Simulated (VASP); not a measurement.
# Si2W (I4/mmm) in VASP: a series of runs

One crystal, Si2W, is run at these levels: PBE; tasks: relaxation of cell and atoms.

Program: VASP 6.6.1. These are calculated values, not measurements. Logs are shortened: lines on timing, memory, paths and dates and some standing lists are left out, and cuts for length are marked.

## 1. The structure

Symmetry: I4/mmm, No. 139, tetragonal system. The conventional cell has a = 3.214 Å, b = 3.214 Å, c = 7.830 Å, α = 90.00°, β = 90.00°, γ = 90.00°. Si (site symmetry 4mm) is surrounded by 5 Si at 2.59 to 2.63 Å and 5 W at 2.62 Å. W (site symmetry 4/mmm) is surrounded by 10 Si at 2.62 Å.

## 2. Relaxation of cell and atoms, PBE, collinear spin, ferromagnetic start

The input, INCAR:

```
PREC = Accurate
ENCUT = 520
EDIFF = 1E-7
ISMEAR = 0
SIGMA = 0.1
LREAL = F
LASPH = T
NELM = 150
ALGO = Fast
ISIF = 3
LWAVE = F
LCHARG = F
ISPIN = 2
MAGMOM = 0 0 1
LORBIT = 11
LMAXMIX = 4
GGA = PE
IBRION = 2
NSW = 80
EDIFFG = -0.002
```

The input, KPOINTS:

```
regular mesh
0
Gamma
  18 18 18
```

The input, POSCAR:

```
Si2W
1.0
   -1.6069000000      1.6069000000      3.9149500000
    1.6069000000     -1.6069000000      3.9149500000
    1.6069000000      1.6069000000     -3.9149500000
Si W
2 1
Direct
    0.3347000000      0.3347000000      0.0000000000
    0.6653000000      0.6653000000      0.0000000000
    0.0000000000      0.0000000000      0.0000000000
```

Potentials or basis: VASP PAW PBE potentials, release 64 (Si, W_sv).

Command:

```bash
> cat potpaw_PBE.64/Si/POTCAR potpaw_PBE.64/W_sv/POTCAR > POTCAR
> mpirun -np 1 vasp_std > vasp.out
```

OUTCAR:

```text
PREC = Accurate
   ENCUT = 520
   EDIFF = 1E-7
   ISMEAR = 0
   LREAL = F
   LASPH = T
   NELM = 150
   ISIF = 3
   ISPIN = 2
   LORBIT = 11
   GGA = PE
   IBRION = 2
   NSW = 80
   EDIFFG = -0.002

 ion  position               nearest neighbor table
   1  0.335  0.335  0.000-   2 2.59   3 2.62   3 2.62   3 2.62   3 2.62   3 2.62   2 2.63   2 2.63
                             2 2.63   2 2.63
   2  0.665  0.665  0.000-   1 2.59   3 2.62   3 2.62   3 2.62   3 2.62   3 2.62   1 2.63   1 2.63
                             1 2.63   1 2.63
   3  0.000  0.000  0.000-   2 2.62   2 2.62   2 2.62   1 2.62   2 2.62   1 2.62   1 2.62   1 2.62
                             1 2.62   2 2.62

  LATTYP: Found a body centered tetragonal cell.
 ALAT       =     3.2138000000
 C/A-ratio  =     2.4363370465

  Lattice vectors:

 A1 = (  -1.6069000000,   1.6069000000,   3.9149500000)
 A2 = (   1.6069000000,  -1.6069000000,   3.9149500000)
 A3 = (   1.6069000000,   1.6069000000,  -3.9149500000)

Analysis of symmetry for initial positions (statically):
=====================================================================
 Subroutine PRICEL returns:
 Original cell was already a primitive cell.

 Routine SETGRP: Setting up the symmetry group for a
 body centered tetragonal supercell.

 Subroutine GETGRP returns: Found 16 space group operations
 (whereof 16 operations were pure point group operations)
 out of a pool of 16 trial point group operations.

The static configuration has the point symmetry D_4h.

Analysis of symmetry for dynamics (positions and initial velocities):
=====================================================================
 Subroutine PRICEL returns:
 Original cell was already a primitive cell.

 Routine SETGRP: Setting up the symmetry group for a
 body centered tetragonal supercell.

 Subroutine GETGRP returns: Found 16 space group operations
 (whereof 16 operations were pure point group operations)
 out of a pool of 16 trial point group operations.

The dynamic configuration has the point symmetry D_4h.

Analysis of structural, dynamic, and magnetic symmetry:
=====================================================================
 Subroutine PRICEL returns:
 Original cell was already a primitive cell.

 Routine SETGRP: Setting up the symmetry group for a
 body centered tetragonal supercell.

 Subroutine GETGRP returns: Found 16 space group operations
 (whereof 16 operations were pure point group operations)
 out of a pool of 16 trial point group operations.

The overall configuration has the point symmetry D_4h.

 Subroutine INISYM returns: Found 16 space group operations
 (whereof 16 operations are pure point group operations),
 and found     1 'primitive' translations

----------------------------------------------------------------------------------------

                                     Primitive cell

  volume of cell :      40.4356

  direct lattice vectors                    reciprocal lattice vectors
    -1.606900000  1.606900000  3.914950000     0.000000000  0.311158131  0.127715552
     1.606900000 -1.606900000  3.914950000     0.311158131  0.000000000  0.127715552
     1.606900000  1.606900000 -3.914950000     0.311158131  0.311158131  0.000000000

  length of vectors
     4.526708376  4.526708376  4.526708376     0.336348992  0.336348992  0.440044048

  position of ions in fractional coordinates (direct lattice)
     0.334700000  0.334700000  0.000000000
     0.665300000  0.665300000  0.000000000
     0.000000000  0.000000000  0.000000000

  ion indices of the primitive-cell ions
   primitive index   ion index
                 1           1
                 2           2
                 3           3

----------------------------------------------------------------------------------------

 KPOINTS: regular mesh

Automatic generation of k-mesh.
 Grid dimensions read from file:
 generate k-points for:   18   18   18

 Generating k-lattice:

  Cartesian coordinates                     Fractional coordinates (reciprocal lattice)
     0.000000000  0.017286563  0.007095308     0.055555556  0.000000000  0.000000000
     0.017286563  0.000000000  0.007095308     0.000000000  0.055555556  0.000000000
     0.017286563  0.017286563  0.000000000     0.000000000  0.000000000  0.055555556

  Length of vectors
     0.018686055  0.018686055  0.024446892

  Shift w.r.t. Gamma in fractional coordinates (k-lattice)
     0.000000000  0.000000000  0.000000000

 Subroutine IBZKPT returns following result:
 ===========================================

 Found    480 irreducible k-points:

 Following reciprocal coordinates:
            Coordinates               Weight
  0.000000  0.000000  0.000000      1.000000
  0.055556 -0.000000  0.000000      8.000000
  0.111111 -0.000000  0.000000      8.000000
  0.166667  0.000000  0.000000      8.000000
  0.222222  0.000000 -0.000000      8.000000
  0.277778  0.000000  0.000000      8.000000
[... 16 lines left out ...]
 -0.277778  0.055556  0.000000     16.000000
 -0.222222  0.055556  0.000000     16.000000
 [... further k-points ...]
   k-points           NKPTS =    480   k-points in BZ     NKDIM =    480   number of bands    NBANDS=     16
   number of dos      NEDOS =    301   number of ions     NIONS =      3
   total plane-waves  NPLWV =  46656
   dimension x,y,z NGX =    36 NGY =   36 NGZ =   36
   dimension x,y,z NGXF=    72 NGYF=   72 NGZF=   72
   ions per type =               2   1
   NGX,Y,Z   is equivalent  to a cutoff of  13.22, 13.22, 13.22 a.u.
   NGXF,Y,Z  is equivalent  to a cutoff of  26.44, 26.44, 26.44 a.u.
 SYSTEM =  unknown system
   PREC   = accura    normal or accurate (medium, high low for compatibility)
   ISTART =      0    job   : 0-new  1-cont  2-samecut
   ICHARG =      2    charge: 1-file 2-atom 10-const
   ISPIN  =      2    spin polarized calculation?
   LNONCOLLINEAR =      F non collinear calculations
   LSORBIT =      F    spin-orbit coupling
   LASPH  =      T    aspherical Exc in radial PAW
   ENCUT  =  520.0 eV  38.22 Ry    6.18 a.u.   8.42  8.42  8.42*2*pi/ulx,y,z
   NELM   =    150;   NELMIN=  2; NELMDL= -5     # of ELM steps
   EDIFF  = 0.1E-06   stopping-criterion for ELM
   LREAL  =      F    real-space projection
   EDIFFG = -.2E-02   stopping-criterion for IOM
   NSW    =     80    number of steps for IOM
   IBRION =      2    ionic relax: 0-MD 1-quasi-New 2-CG
   NFREE  =      1    steps in history (QN), initial steepest desc. (CG)
   ISIF   =      3    stress and relaxation
   ISYM   =      2    0-nonsym 1-usesym 2-fastsym
   POTIM  = 0.5000    time-step for ionic-motion
   TEBEG  =    0.0;   TEEND  =   0.0 temperature during run
   PSTRESS=    0.0 pullay stress
   NELECT =      22.0000    total number of electrons
   NUPDOWN=      -1.0000    fix difference up-down
   EMIN   =  10.00;   EMAX   =-10.00  energy-range for DOS
   EFERMI =   0.00;   METHOD = LEGACY
   ISMEAR =     0;   SIGMA  =   0.10  broadening in eV -4-tet -1-fermi 0-gaus
   EFERMI_NEDOS =   21; number of points for ismear=-14 and -15
   IALGO  =     68    algorithm
   IMIX   =      4    mixing-type and parameters
     AMIX     =   0.40;   BMIX     =  1.00
     AMIX_MAG =   1.60;   BMIX_MAG =  1.00
  volume/ion in A,a.u.               =      13.48        90.96
  Fermi-wavevector in a.u.,A,eV,Ry     =   1.336476  2.525573 24.302284  1.786167
  Thomas-Fermi vector in A             =   2.465099
   LORBIT       =     11    0 simple, 1 ext, 2 COOP (PROOUT), +10 PAW based schemes
   GGA     = PE    functional components
   LHFCALC =     F    Hartree Fock is set to
   AEXX    =    0.0000 exact exchange contribution
   IVDW    =     0    specifies the selected vdW correction
   LEPSILON=     F    determine dielectric tensor
   LRPA    =     F    only Hartree local field effects (RPA)
 conjugate gradient relaxation of ions
 spin polarized calculation
 RMM-DIIS sequential band-by-band and
 Gauss-broadening in eV      SIGMA  =   0.10
  energy-cutoff  :      520.00
  volume of cell :       40.44
 maximum number of plane-waves:      1118
 NGX is ok and might be reduce to    36
   NGX = 17   NGY = 17   NGZ = 17

--------------------------------------- Ionic step        1  -------------------------------------------

 number of electron      21.9999999 magnetization      -0.0000279

 number of electron      21.9999999 magnetization       0.0000025

 Free energy of the ion-electron system (eV)
  ---------------------------------------------------
  ext. energy  EPLUGINS =         0.00000000
  ---------------------------------------------------
  free energy    TOTEN  =       -24.80931856 eV

  energy without entropy =      -24.80844205  energy(sigma->0) =      -24.80888030

------------------------ aborting loop because EDIFF is reached ----------------------------------------

  FORCE on cell =-STRESS in cart. coord.  units (eV):
  Direction    XX          YY          ZZ          XY          YZ          ZX
  --------------------------------------------------------------------------------------
  -------------------------------------------------------------------------------------
  Total        0.8204228      0.8204228      0.9145909      0.0000000      0.0000000     -0.0000000
  in kB       32.5075628     32.5075628     36.2387788      0.0000000      0.0000000     -0.0000000
  external PRESSURE =      33.7513014 kB  Pullay stress =       0.0000000 kB
[... 96 lines left out ...]
  FREE ENERGIE OF THE ION-ELECTRON SYSTEM (eV)
  ---------------------------------------------------
  free  energy   TOTEN  =       -24.8155338823 eV

  energy  without entropy=      -24.8146243938  energy(sigma->0) =      -24.81507914

[... ionic steps 4 to 7 ...]

--------------------------------------- Ionic step        8  -------------------------------------------

 number of electron      22.0000000 magnetization       0.0000000

------------------------ aborting loop because EDIFF is reached ----------------------------------------
[... 73 lines left out ...]
 number of electron      22.0000000 magnetization      -0.0000000

 number of electron      22.0000000 magnetization       0.0000000

 Free energy of the ion-electron system (eV)
  ---------------------------------------------------
  ext. energy  EPLUGINS =         0.00000000
  ---------------------------------------------------
  free energy    TOTEN  =       -24.81555216 eV

  energy without entropy =      -24.81464545  energy(sigma->0) =      -24.81509880

 E-fermi :  11.7520     XC(G=0): -12.4589

 val. band max:       11.7321571770   @ k =  -0.3889   0.5000   0.3333
 cond. band min:      11.7892776575   @ k =  -0.3889  -0.4444   0.3889
 fundamental gap:      0.0571204805
 Fermi energy:        11.7519888199

 spin component 1

 k-point     1 :       0.0000    0.0000    0.0000
  band No.  band energies     occupation
      1     -62.1339      1.00000
      2     -26.3803      1.00000
      3     -26.3673      1.00000
      4     -26.3673      1.00000
      5      -2.2057      1.00000
      6       4.9958      1.00000
[... 435 lines left out ...]
      5      -1.3095      1.00000
      6       5.0890      1.00000
[... 8 lines left out ...]
     15      16.2077      0.00000
     16      17.0816      0.00000

 [... further k-points ...]

 spin component 2

 k-point     1 :       0.0000    0.0000    0.0000
  band No.  band energies     occupation
      1     -62.1339      1.00000
      2     -26.3803      1.00000
      3     -26.3673      1.00000
      4     -26.3673      1.00000
      5      -2.2057      1.00000
      6       4.9958      1.00000
[... 477 lines left out ...]
  FREE ENERGIE OF THE ION-ELECTRON SYSTEM (eV)
  ---------------------------------------------------
  free  energy   TOTEN  =       -24.8155521628 eV

  energy  without entropy=      -24.8146454467  energy(sigma->0) =      -24.81509880

 reached required accuracy - stopping structural energy minimisation

 total charge

# of ion       s       p       d       tot
------------------------------------------
    1        0.736   0.882   0.000   1.617
    2        0.736   0.882   0.000   1.617
    3        2.311   6.298   3.572  12.181
--------------------------------------------------
tot          3.783   8.062   3.572  15.416

 magnetization (x)

# of ion       s       p       d       tot
------------------------------------------
    1       -0.000  -0.000   0.000  -0.000
    2       -0.000  -0.000   0.000  -0.000
    3        0.000   0.000   0.000   0.000
--------------------------------------------------
tot         -0.000  -0.000   0.000   0.000
```

It took 31 min on 1 thread of Intel Xeon 6975P-C (Granite Rapids), shared host; peak memory 0.65 GiB.

What came out:

```yaml
Free_energy: -24.8156 eV
Relaxed_volume: 13.68 Å³/atom
Relaxed_cell: a = 4.549 Å, b = 4.549 Å, c = 4.549 Å, α = 138.41°, β = 138.41°, γ = 60.27°
Space_group_after_relaxing_to_0.05_Å: I4/mmm (No. 139)
Energy_gained_by_relaxing: 2.1 meV/atom
Ionic_steps: 10
Pressure_after_relaxing: 0.0 GPa
Band_gap_on_the_k_mesh: none (metal or under the smearing width)
Net_moment: 0.00 μB per cell
Valence_electrons_inside_the_program's_atomic_spheres: Si 1.62; W 12.18
```

Step by step:
```csv
step,energy change (eV),largest force (eV/Å),pressure (GPa),volume (Å³)
1,0.0000,0.0626,3.38,40.44
2,0.0135,0.1027,-5.52,42.12
3,-0.0062,0.0001,0.02,41.03
4,-0.0062,0.0010,-0.08,41.04
5,-0.0062,0.0025,0.14,41.01
6,-0.0062,0.0009,0.05,41.02
7,-0.0062,0.0008,0.04,41.02
8,-0.0062,0.0007,0.04,41.02
9,-0.0062,0.0005,-0.03,41.04
10,-0.0062,0.0001,0.00,41.03
```

Final structure:
```xyz
3
Lattice="-1.6148 1.6148 3.9337 1.6148 -1.6148 3.9337 1.6148 1.6148 -3.9337" Properties=species:S:1:pos:R:3 pbc="T T T"
Si    0.0000    0.0000    2.6321
Si    1.6148    1.6148    1.3016
W     0.0000    0.0000    0.0000
```

Levels at points of the mesh, in eV from the Fermi level:
Spin up:
```tsv
k point	band 7	band 8	band 9	band 10	band 11	band 12	band 13	band 14	band 15	band 16
(0.00, 0.00, 0.00)	-3.76	-3.25	-2.81	-2.81	0.60	2.64	2.98	3.03	3.03	4.55
(0.50, 0.00, 0.00)	-5.68	-4.81	-2.75	-2.71	-0.42	2.65	2.75	3.90	4.31	5.07
(0.50, 0.50, 0.00)	-5.94	-5.51	-4.96	-3.19	-1.76	2.73	2.91	3.06	3.85	4.31
(0.50, 0.50, 0.50)	-3.76	-2.54	-0.85	-0.85	-0.49	-0.49	0.77	4.44	4.72	6.14
```
Spin down:
| k point | band 8 | band 9 | band 10 | band 11 | band 12 | band 13 | band 14 | band 15 |
| --- | --- | --- | --- | --- | --- | --- | --- | --- |
| (0.00, 0.00, 0.00) | -3.25 | -2.81 | -2.81 | 0.60 | 2.64 | 2.98 | 3.03 | 3.03 |
| (0.50, 0.00, 0.00) | -4.81 | -2.75 | -2.71 | -0.42 | 2.65 | 2.75 | 3.90 | 4.31 |
| (0.50, 0.50, 0.00) | -5.51 | -4.96 | -3.19 | -1.76 | 2.73 | 2.91 | 3.06 | 3.85 |
| (0.50, 0.50, 0.50) | -2.54 | -0.85 | -0.85 | -0.49 | -0.49 | 0.77 | 4.44 | 4.72 |

Spin-orbit coupling is left out, which matters for the levels of W. PBE usually gives volumes a little too large and moduli too small.

## 3. Relaxation of cell and atoms, PBE, collinear spin, ferromagnetic start

This run uses another cell than the first one, of 13.68 Å³/atom, 1.015 times its volume.

INCAR is that of step 2.

KPOINTS is that of step 2.

The input, POSCAR:

```
Si2W                                    
1.0
   -1.6148290960      1.6148290960      3.9337120305
    1.6148290960     -1.6148290960      3.9337120305
    1.6148290960      1.6148290960     -3.9337120305
  Si              W             
     2     1
Direct
     0.3345573131486395    0.3345573131486395    0.0000000000000000
     0.6654426868513605    0.6654426868513605    1.0000000000000000
     0.0000000000000000    0.0000000000000000    0.0000000000000000
```

Potentials or basis: VASP PAW PBE potentials, release 64 (Si, W_sv).

Command:

```bash
> cat potpaw_PBE.64/Si/POTCAR potpaw_PBE.64/W_sv/POTCAR > POTCAR
> mpirun -np 1 vasp_std > vasp.out
```

Run time: 6.9 min. Hardware: 1 thread of Intel Xeon 6975P-C (Granite Rapids), shared host; peak memory 0.63 GiB.

It converged, with:

```yaml
Free_energy: -24.8157 eV
Pressure_after_relaxing: 0.0 GPa
Band_gap_on_the_k_mesh: none (metal or under the smearing width)
Net_moment: 0.00 μB per cell
Valence_electrons_inside_the_program's_atomic_spheres: Si 1.62; W 12.18
```

Final structure:
```cif
data_structure
_symmetry_space_group_name_H-M 'P 1'
_symmetry_Int_Tables_number 1
_cell_length_a 4.5486
_cell_length_b 4.5486
_cell_length_c 4.5486
_cell_angle_alpha 138.411
_cell_angle_beta 138.411
_cell_angle_gamma 60.275
_cell_volume 41.03
loop_
_atom_site_label
_atom_site_type_symbol
_atom_site_fract_x
_atom_site_fract_y
_atom_site_fract_z
_atom_site_occupancy
Si1 Si 0.33456 0.33456 0.00000 1
Si2 Si 0.66544 0.66544 0.00000 1
W1 W 0.00000 0.00000 0.00000 1
```

Levels at points of the mesh, in eV from the Fermi level:
Spin up:
| k point | band 7 | band 8 | band 9 | band 10 | band 11 | band 12 | band 13 | band 14 | band 15 | band 16 |
| --- | --- | --- | --- | --- | --- | --- | --- | --- | --- | --- |
| (0.00, 0.00, 0.00) | -3.76 | -3.25 | -2.81 | -2.81 | 0.60 | 2.64 | 2.98 | 3.03 | 3.03 | 4.55 |
| (0.50, 0.00, 0.00) | -5.68 | -4.81 | -2.75 | -2.71 | -0.42 | 2.65 | 2.75 | 3.90 | 4.31 | 5.07 |
| (0.50, 0.50, 0.00) | -5.94 | -5.51 | -4.96 | -3.19 | -1.76 | 2.73 | 2.91 | 3.06 | 3.85 | 4.31 |
| (0.50, 0.50, 0.50) | -3.76 | -2.54 | -0.85 | -0.85 | -0.49 | -0.49 | 0.77 | 4.44 | 4.72 | 6.14 |
Spin down:
```csv
k point,band 7,band 8,band 9,band 10,band 11,band 12,band 13,band 14,band 15,band 16
"(0.00, 0.00, 0.00)",-3.76,-3.25,-2.81,-2.81,0.60,2.64,2.98,3.03,3.03,4.55
"(0.50, 0.00, 0.00)",-5.68,-4.81,-2.75,-2.71,-0.42,2.65,2.75,3.90,4.31,5.07
"(0.50, 0.50, 0.00)",-5.94,-5.51,-4.96,-3.19,-1.76,2.73,2.91,3.06,3.85,4.31
"(0.50, 0.50, 0.50)",-3.76,-2.54,-0.85,-0.85,-0.49,-0.49,0.77,4.44,4.72,6.14
```

Caveat: the relaxation stopped at its first step, so nothing moved. The run has no spin-orbit coupling, so splittings on W are missing.
